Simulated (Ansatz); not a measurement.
Free-standing chains of the atoms of HgTe, named by their start (strip: triangular double chain, ladder: square double chain); atoms and period are relaxed, and energies count from relaxed bulk HgTe (F-43m, 36.81 Å³/atom, gap on the mesh 0.00 eV).

These are results of Ansatz 0.2.0, DFT PBE, scalar-relativistic, plane waves, PAW, not measurements.

Cutoff 420 eV, Gaussian smearing of 0.05 eV, energies at zero smearing, symmetry of each start kept, collinear spin where a moment is listed.

```csv
start,atoms,k mesh,excess energy (eV per host atom),period (Å),gap on the mesh (eV),highest filled level or Fermi level under vacuum (eV),size of the moment (μB per cell)
linear chain,2,1×1×13,0.699,5.391,0,5.43,0.46
dimerised chain,2,1×1×13,0.699,5.388,0,5.43,0.46
zigzag chain,2,1×1×14,0.455,4.919,0.96,-,0.00
ladder chain,4,1×1×13,0.438,5.440,0.33,-,0.00
strip chain,2,1×1×23,0.492,2.833,0,4.71,0.00
```

Spin-orbit coupling is left out, which matters for the bands of heavy elements. An odd mesh misses points on the zone edge, so a gap read on it can be too wide.

Each run keeps its start's symmetry and one magnetic start, so lower states can exist. Rows stand on unlike meshes and boxes, so starts that end alike can differ by a few hundredths of an eV per atom.

Cost: 5 runs of about 4.9 core-minutes in all, on AMD EPYC 9R45 (Zen 5) (shared hosts).